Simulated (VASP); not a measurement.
The system is PbSe (Clausthalite).

```
Pb Se
1.0
     0.00000    3.06065    3.06065
     3.06065    0.00000    3.06065
     3.06065    3.06065    0.00000
Pb Se
1 1
Direct
  0.00000 0.00000 0.00000
  0.50000 0.50000 0.50000
```

Base run:

| Property | Result |
| --- | --- |
| Program | VASP 6.6.1 |
| Functional | PBE |
| Potentials or basis | VASP PAW PBE potentials, release 64 (Pb_d, Se) |
| Cutoff | 520 eV |
| k mesh | 8 × 8 × 8 |
| Occupations | fermi-dirac, width 0.05 eV |
| Spin | no spin polarisation |

Its results: band gap on the k mesh 0.29 eV, direct; electronic dielectric tensor (diagonal) 30.25.

Problem. The run is repeated on the same cell with these changes: functional from PBE to LDA; potentials or basis from VASP PAW PBE potentials, release 64 (Pb_d, Se) to VASP PAW LDA potentials, release 64 (Pb_d, Se). What comes out?

Solution. Band gap on the k mesh 0.16 eV, direct; electronic dielectric tensor (diagonal) 65.82.

Caveats: the gap is small at this level, which inflates the dielectric constant; spin-orbit coupling is left out, which as a rule narrows the gap of such compounds by several tenths of an eV.

A k mesh can miss the band edges.
